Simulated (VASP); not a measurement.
# C (C2/m) in VASP: notebook

The runs below take C through single point, with PBE.

Everything below comes from runs of VASP 6.6.1. Logs are shortened: lines on timing, memory, paths and dates and some standing lists are left out, and cuts for length are marked.

## (1) The structure

The structure is monoclinic, space group C2/m (No. 12). The conventional cell has a = 4.255 Å, b = 2.457 Å, c = 3.765 Å, α = 90.00°, β = 111.49°, γ = 90.00°. Around C (site symmetry m) lie 3 C at 1.42 Å.

This is a stacking variant of graphite.

## (2) Single point, PBE

File INCAR:

```
SYSTEM = C
ALGO = Fast ; EDIFF = 1E-6
ENCUT = 520 ; GGA = PE
ISIF = 2 ; ISMEAR = -1
LASPH = .True. ; LCHARG = .False.
LREAL = .False. ; LWAVE = .False.
NBANDS = 11 ; NELM = 100
PREC = Accurate ; SIGMA = 0.05
```

File KPOINTS:

```
k-points
0
Gamma
  16 16 10
  0 0 0
```

File POSCAR:

```
C
1.0
    2.1273203072     -1.2282824400      0.0000000000
    2.1273203072      1.2282824400      0.0000000000
   -1.3790696309      0.0000000000      3.5028300786
C
2
Direct
    0.1666444700      0.1666444700      0.9999069600
    0.8333555300      0.8333555300      0.0000930400
```

Potentials or basis: VASP PAW PBE potentials, release 64 (C).

Run with:

```
$ cat potpaw_PBE.64/C/POTCAR > POTCAR
$ mpirun -np 1 vasp_std > vasp.out
```

OUTCAR:

```text
SYSTEM = C
   EDIFF = 1E-6
   ENCUT = 520
   GGA = PE
   ISIF = 2
   ISMEAR = -1
   LASPH = .True.
   LREAL = .False.
   NELM = 100
   PREC = Accurate

 ion  position               nearest neighbor table
   1  0.167  0.167  1.000-   2 1.42   2 1.42   2 1.42
   2  0.833  0.833  0.000-   1 1.42   1 1.42   1 1.42

  LATTYP: Found a base centered monoclinic cell.
 ALAT       =     4.2546406144
 B/A-ratio  =     0.5773848141
 C/A-ratio  =     0.8848045598
 COS(beta)  =    -0.3663329314

  Lattice vectors:

 A1 = (   2.1273203072,  -1.2282824400,   0.0000000000)
 A2 = (   2.1273203072,   1.2282824400,   0.0000000000)
 A3 = (  -1.3790696309,   0.0000000000,   3.5028300786)

Analysis of symmetry for initial positions (statically):
=====================================================================
 Subroutine PRICEL returns:
 Original cell was already a primitive cell.

 Routine SETGRP: Setting up the symmetry group for a
 base centered monoclinic supercell.

 Subroutine GETGRP returns: Found  4 space group operations
 (whereof  4 operations were pure point group operations)
 out of a pool of  4 trial point group operations.

The static configuration has the point symmetry C_2h.

Analysis of symmetry for dynamics (positions and initial velocities):
=====================================================================
 Subroutine PRICEL returns:
 Original cell was already a primitive cell.

 Routine SETGRP: Setting up the symmetry group for a
 base centered monoclinic supercell.

 Subroutine GETGRP returns: Found  4 space group operations
 (whereof  4 operations were pure point group operations)
 out of a pool of  4 trial point group operations.

The dynamic configuration has the point symmetry C_2h.

 Subroutine INISYM returns: Found  4 space group operations
 (whereof  4 operations are pure point group operations),
 and found     1 'primitive' translations

----------------------------------------------------------------------------------------

                                     Primitive cell

  volume of cell :      18.3054

  direct lattice vectors                    reciprocal lattice vectors
     2.127320307 -1.228282440  0.000000000     0.235037478 -0.407072497  0.092534619
     2.127320307  1.228282440  0.000000000     0.235037478  0.407072497  0.092534619
    -1.379069631  0.000000000  3.502830079     0.000000000  0.000000000  0.285483446

  length of vectors
     2.456454649  2.456454649  3.764525416     0.479075453  0.479075453  0.285483446

  position of ions in fractional coordinates (direct lattice)
     0.166644470  0.166644470  0.999906960
     0.833355530  0.833355530  0.000093040

  ion indices of the primitive-cell ions
   primitive index   ion index
                 1           1
                 2           2

----------------------------------------------------------------------------------------

 KPOINTS: k-points

Automatic generation of k-mesh.
 Grid dimensions read from file:
 generate k-points for:   16   16   10

 Generating k-lattice:

  Cartesian coordinates                     Fractional coordinates (reciprocal lattice)
     0.014689842 -0.025442031  0.005783414     0.062500000 -0.000000000  0.000000000
     0.014689842  0.025442031  0.005783414    -0.000000000  0.062500000  0.000000000
     0.000000000  0.000000000  0.028548345     0.000000000  0.000000000  0.100000000

  Length of vectors
     0.029942216  0.029942216  0.028548345

  Shift w.r.t. Gamma in fractional coordinates (k-lattice)
     0.000000000  0.000000000  0.000000000

 Subroutine IBZKPT returns following result:
 ===========================================

 Found    690 irreducible k-points:

 Following reciprocal coordinates:
            Coordinates               Weight
  0.000000  0.000000  0.000000      1.000000
  0.062500 -0.000000  0.000000      4.000000
  0.125000 -0.000000  0.000000      4.000000
  0.187500  0.000000 -0.000000      4.000000
  0.250000 -0.000000  0.000000      4.000000
  0.312500  0.000000  0.000000      4.000000
[... 16 lines left out ...]
 -0.125000  0.062500  0.000000      4.000000
 -0.062500  0.062500  0.000000      2.000000
 [... further k-points ...]
   k-points           NKPTS =    690   k-points in BZ     NKDIM =    690   number of bands    NBANDS=     11
   number of dos      NEDOS =    301   number of ions     NIONS =      2
   total plane-waves  NPLWV =   9072
   dimension x,y,z NGX =    18 NGY =   18 NGZ =   28
   dimension x,y,z NGXF=    36 NGYF=   36 NGZF=   56
   ions per type =               2
   NGX,Y,Z   is equivalent  to a cutoff of  12.18, 12.18, 12.37 a.u.
   NGXF,Y,Z  is equivalent  to a cutoff of  24.36, 24.36, 24.73 a.u.
 SYSTEM =  C
   PREC   = accura    normal or accurate (medium, high low for compatibility)
   ISTART =      0    job   : 0-new  1-cont  2-samecut
   ICHARG =      2    charge: 1-file 2-atom 10-const
   ISPIN  =      1    spin polarized calculation?
   LNONCOLLINEAR =      F non collinear calculations
   LSORBIT =      F    spin-orbit coupling
   LASPH  =      T    aspherical Exc in radial PAW
   ENCUT  =  520.0 eV  38.22 Ry    6.18 a.u.   4.57  4.57  7.00*2*pi/ulx,y,z
   NELM   =    100;   NELMIN=  2; NELMDL= -5     # of ELM steps
   EDIFF  = 0.1E-05   stopping-criterion for ELM
   LREAL  =      F    real-space projection
   EDIFFG = 0.1E-04   stopping-criterion for IOM
   NSW    =      0    number of steps for IOM
   IBRION =     -1    ionic relax: 0-MD 1-quasi-New 2-CG
   NFREE  =      0    steps in history (QN), initial steepest desc. (CG)
   ISIF   =      2    stress and relaxation
   ISYM   =      2    0-nonsym 1-usesym 2-fastsym
   POTIM  = 0.5000    time-step for ionic-motion
   TEBEG  =    0.0;   TEEND  =   0.0 temperature during run
   PSTRESS=    0.0 pullay stress
   NELECT =       8.0000    total number of electrons
   NUPDOWN=      -1.0000    fix difference up-down
   EMIN   =  10.00;   EMAX   =-10.00  energy-range for DOS
   EFERMI =   0.00;   METHOD = LEGACY
   ISMEAR =    -1;   SIGMA  =   0.05  broadening in eV -4-tet -1-fermi 0-gaus
   EFERMI_NEDOS =   21; number of points for ismear=-14 and -15
   IALGO  =     68    algorithm
   IMIX   =      4    mixing-type and parameters
     AMIX     =   0.40;   BMIX     =  1.00
     AMIX_MAG =   1.60;   BMIX_MAG =  1.00
  volume/ion in A,a.u.               =       9.15        61.77
  Fermi-wavevector in a.u.,A,eV,Ry     =   1.242352  2.347705 20.999765  1.543439
  Thomas-Fermi vector in A             =   2.376710
   LORBIT       =      0    0 simple, 1 ext, 2 COOP (PROOUT), +10 PAW based schemes
   GGA     = PE    functional components
   LHFCALC =     F    Hartree Fock is set to
   AEXX    =    0.0000 exact exchange contribution
   IVDW    =     0    specifies the selected vdW correction
   LEPSILON=     F    determine dielectric tensor
   LRPA    =     F    only Hartree local field effects (RPA)
 non-spin polarized calculation
 RMM-DIIS sequential band-by-band and
  energy-cutoff  :      520.00
  volume of cell :       18.31
 maximum number of plane-waves:       506
   NGX =  9   NGY =  9   NGZ = 13

 number of electron       8.0000000 magnetization

 Free energy of the ion-electron system (eV)
  ---------------------------------------------------
  ext. energy  EPLUGINS =         0.00000000
  ---------------------------------------------------
  free energy    TOTEN  =       -18.43384999 eV

  energy without entropy =      -18.43384077  energy(sigma->0) =      -18.43384538

 E-fermi :   4.4223     XC(G=0): -10.0454

 val. band max:        4.1153304029   @ k =  -0.3125   0.3125   0.0000
 cond. band min:       4.7368812636   @ k =  -0.3125   0.3750   0.3000
 fundamental gap:      0.6215508607
 Fermi energy:         4.4223491575

 k-point     1 :       0.0000    0.0000    0.0000
  band No.  band energies     occupation
      1     -15.3282      2.00000
      2      -2.4777      2.00000
      3       1.3604      2.00000
      4       1.3638      2.00000
      5       8.2895      0.00000
      6      12.7934      0.00000
      7      12.7956      0.00000
      8      15.8824      0.00000
      9      17.2192      0.00000
     10      27.1846      0.00000
     11      28.5775      0.00000

 k-point     2 :       0.0625   -0.0000    0.0000
  band No.  band energies     occupation
      1     -15.2338      2.00000
      2      -2.3776      2.00000
      3       0.9853      2.00000
      4       1.1652      2.00000
      5       8.4222      0.00000
      6      12.8493      0.00000
      7      13.1962      0.00000
      8      15.5501      0.00000
      9      17.3840      0.00000
     10      27.4880      0.00000
     11      28.2184      0.00000

 k-point     3 :       0.1250   -0.0000    0.0000
  band No.  band energies     occupation
      1     -14.9512      2.00000
      2      -2.0787      2.00000
      3      -0.0275      2.00000
      4       0.6548      2.00000
      5       8.8201      0.00000
      6      12.9041      0.00000
      7      14.3103      0.00000
      8      14.6283      0.00000
      9      17.9121      0.00000
     10      26.9389      0.00000
     11      28.3153      0.00000
[... 267 lines left out ...]
 k-point    23 :      -0.1250    0.0625    0.0000
  band No.  band energies     occupation
      1     -14.6742      2.00000
      2      -1.7379      2.00000
      3      -0.8024      2.00000
      4       0.1071      2.00000
      5       9.1160      0.00000
      6      13.1535      0.00000
      7      13.7969      0.00000
      8      14.9303      0.00000
      9      18.5837      0.00000
     10      25.4628      0.00000
     11      28.7550      0.00000

 k-point    24 :      -0.0625    0.0625    0.0000
  band No.  band energies     occupation
      1     -15.0477      2.00000
      2      -2.1555      2.00000
      3       0.3342      2.00000
      4       0.7680      2.00000
      5       8.6357      0.00000
      6      13.0086      0.00000
      7      13.8282      0.00000
      8      14.9209      0.00000
      9      17.7573      0.00000
     10      27.2492      0.00000
     11      28.0383      0.00000

 [... further k-points ...]

------------------------ aborting loop because EDIFF is reached ----------------------------------------

  FORCE on cell =-STRESS in cart. coord.  units (eV):
  Direction    XX          YY          ZZ          XY          YZ          ZX
  --------------------------------------------------------------------------------------
  -------------------------------------------------------------------------------------
  Total        0.6128689      0.6043562      0.2395041      0.0000000      0.0000000     -0.0034206
  in kB       53.6411357     52.8960684     20.9625087      0.0000000      0.0000000     -0.2993837
  external PRESSURE =      42.4999043 kB  Pullay stress =       0.0000000 kB

 VOLUME and BASIS-vectors are now :
 -----------------------------------------------------------------------------
  energy-cutoff  :      520.00
  volume of cell :       18.31
      direct lattice vectors                 reciprocal lattice vectors
     2.127320307 -1.228282440  0.000000000     0.235037478 -0.407072497  0.092534619
     2.127320307  1.228282440  0.000000000     0.235037478  0.407072497  0.092534619
    -1.379069631  0.000000000  3.502830079     0.000000000  0.000000000  0.285483446

 POSITION                                       TOTAL-FORCE (eV/Angst)
 -----------------------------------------------------------------------------------
     -0.66993      0.00000      3.50250        -0.002257      0.000000      0.003259
      3.54550      0.00000      0.00033         0.002257      0.000000     -0.003259
 -----------------------------------------------------------------------------------
    total drift:                               -0.000000     -0.000000      0.000000

  FREE ENERGIE OF THE ION-ELECTRON SYSTEM (eV)
  ---------------------------------------------------
  free  energy   TOTEN  =       -18.4338499926 eV

  energy  without entropy=      -18.4338407666  energy(sigma->0) =      -18.43384538
```

It took 95 s on 1 thread of AMD EPYC 7R13 (Zen 3), shared host; peak memory 0.18 GiB.

What came out:

* Free energy: -18.4338 eV
* Pressure: 4.2 GPa
* Largest force: 0.004 eV/Å
* Band gap on the k mesh: 0.62 eV, indirect (least direct gap 0.63 eV)

Forces in eV/Å, atoms in the order of the input:
```
C   -0.002  0.000  0.003
C    0.002  0.000 -0.003
```

Stress tensor (GPa, compression positive):
```
 5.36  0.00 -0.03
 0.00  5.29  0.00
-0.03  0.00  2.10
```

Levels at points of the mesh, in eV from the valence-band top:
```csv
k point,band 1,band 2,band 3,band 4,band 5,band 6,band 7,band 8
"(0.00, 0.00, 0.00)",-19.44,-6.59,-2.75,-2.75,4.17,8.68,8.68,11.77
"(0.50, 0.00, 0.00)",-14.08,-13.07,-6.15,-1.82,2.24,7.90,11.91,12.43
"(0.50, 0.50, 0.00)",-14.01,-13.01,-6.19,-2.37,1.67,7.61,13.19,14.65
"(0.00, 0.00, 0.50)",-19.23,-8.16,-2.77,-2.76,8.64,8.65,9.80,11.91
"(0.50, 0.00, 0.50)",-14.00,-13.00,-6.19,-2.41,1.62,7.62,13.28,14.87
"(0.50, 0.50, 0.50)",-14.08,-13.06,-6.16,-1.87,2.18,7.90,12.00,12.57
```

Caveat: this functional lacks dispersion, which binds the layers, so the pressure and a relaxed spacing across them are unreliable.

## (3) Single point, PBE

File INCAR:

```
SYSTEM = C
PREC = Accurate ; ENCUT = 520
EDIFF = 1E-6 ; ISMEAR = -1
SIGMA = 0.05 ; LREAL = .FALSE.
LASPH = .TRUE. ; NELM = 100
ALGO = Fast ; ISIF = 2
LWAVE = .FALSE. ; LCHARG = .FALSE.
GGA = PE ; NBANDS = 11
```

File KPOINTS:

```
Automatic mesh
0
G
  19 19 12
  0 0 0
```

POSCAR is that of step 2.

Potentials or basis: VASP PAW PBE potentials, release 64 (C).

Run with:

```
$ cat potpaw_PBE.64/C/POTCAR > POTCAR
$ mpirun -np 1 vasp_std > vasp.out
```

Run time: 2.5 min. Hardware: 1 thread of AMD EPYC 7R13 (Zen 3), shared host; peak memory 0.24 GiB.

The run converged. Its results:

```yaml
Free_energy: -18.4336 eV
Pressure: 4.3 GPa
Largest_force: 0.004 eV/Å
Band_gap_on_the_k_mesh: 0.43 eV, indirect (least direct gap 0.45 eV)
```

Forces on the atoms (eV/Å):
```
C   -0.002  0.000  0.003
C    0.002  0.000 -0.003
```

Stress tensor (GPa, compression positive):
```
 5.37  0.00 -0.03
 0.00  5.30  0.00
-0.03  0.00  2.08
```

Levels at points of the mesh, in eV from the valence-band top:
| k point | band 1 | band 2 | band 3 | band 4 | band 5 | band 6 | band 7 | band 8 | band 9 |
| --- | --- | --- | --- | --- | --- | --- | --- | --- | --- |
| (0.00, 0.00, 0.00) | -19.53 | -6.68 | -2.84 | -2.84 | 4.09 | 8.59 | 8.59 | 11.68 | 13.02 |
| (0.00, 0.00, 0.50) | -19.32 | -8.25 | -2.85 | -2.85 | 8.55 | 8.56 | 9.71 | 11.83 | 12.87 |

Caveat: an odd mesh through Γ misses points on the zone boundary, where band edges often lie; this functional lacks dispersion, which binds the layers, so the pressure and a relaxed spacing across them are unreliable.
